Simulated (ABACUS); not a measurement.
**PbS (Galena): single point with TM**

PbS (Galena):

```
Pb S
1.0
     4.19420    0.00000    0.00000
     2.09710    3.63229    0.00000
     2.09710    1.21076    3.42455
Pb S
1 1
Direct
  0.00000 0.00000 0.00000
  0.50000 0.50000 0.50000
```

```yaml
Program: ABACUS 3.10.1
Task: single point
Functional: TM
Potentials_or_basis: SG15 ONCV 1.2 PBE
Cutoff: 993 eV
Density_cutoff: 3973 eV
Basis: plane waves
k_mesh: 5 × 5 × 5
Occupations: fermi-dirac, width 0.05 eV
Spin: no spin polarisation
Radial_cutoff_of_the_potentials_pseudo_rcut: 10 bohr
SCF_threshold_on_the_density: 1e-08
Max_SCF_steps: 100
Eigensolver: dav
Mixing: broyden
Mixing_share: 0.7
Symmetry_key: 1
Bands: 20
```

The pressure is -0.2 GPa.

Levels at points of the mesh, in eV from the Fermi level:
| k point | band 8 | band 9 | band 10 | band 11 | band 12 | band 13 |
| --- | --- | --- | --- | --- | --- | --- |
| (0.00, 0.00, 0.00) | -2.40 | -2.40 | -2.40 | 5.00 | 5.00 | 5.00 |

It took 17 s on 4 MPI ranks on AMD EPYC 7R43 64-Core Processor (Zen 3), on a shared host, peak memory 0.44 GiB a rank.

Caveat: this odd mesh misses L, where the gap lies, so gap, dielectric constants and Born charges aren't listed; the potentials were made for another functional, which shifts forces and pressure. The run has no spin-orbit coupling, so splittings on Pb are missing.
